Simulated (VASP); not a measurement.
A run of VASP 6.6.1:

Contents of INCAR:

```
SYSTEM = WSe3
  PREC = Accurate
  ENCUT = 520
  EDIFF = 1E-7
  ISMEAR = -1
  SIGMA = 0.05
  LREAL = .FALSE.
  LASPH = .TRUE.
  NELM = 100
  ALGO = Normal
  ISIF = 2
  LWAVE = .FALSE.
  LCHARG = .FALSE.
  LDIPOL = .TRUE.
  IDIPOL = 3
  DIPOL = 0.5 0.5 0.500
  GGA = PE
  NBANDS = 42
```

The input KPOINTS:

```
regular mesh
0
G
  9 9 1
  0 0 0
```

Contents of POSCAR:

```
WSe3
1.0
    3.3178532690      0.0000000000      0.0000000000
   -1.6589266345      2.8733452170      0.0000000000
    0.0000000000      0.0000000000     52.9996434586
Se W
6 2
Direct
    0.3333333300      0.6666666600      0.1415103859
    0.6666666700      0.3333333400      0.4043635540
    0.6666666700      0.3333333400      0.4671040619
    0.3333333300      0.6666666600      0.5328959381
    0.3333333300      0.6666666600      0.5956364460
    0.6666666700      0.3333333400      0.8584896141
    0.3333333300      0.6666666600      0.4357241237
    0.6666666700      0.3333333400      0.5642758763
```

Potentials or basis: VASP PAW PBE potentials, release 64 (Se, W_sv).

Run with:

```bash
$ cat potpaw_PBE.64/Se/POTCAR potpaw_PBE.64/W_sv/POTCAR > POTCAR
$ mpirun -np 1 vasp_std > vasp.out
```

Hardware: 1 thread of Intel(R) Xeon(R) Platinum 8175M CPU @ 2.50GHz (Skylake/Cascade Lake), with other jobs on the host.

How long does it take, and how much memory?

It took 28 min on 1 thread of Intel(R) Xeon(R) Platinum 8175M CPU @ 2.50GHz (Skylake/Cascade Lake), with other jobs on the host, peak memory 0.77 GiB. Counts: scf iterations 40, k points 12.
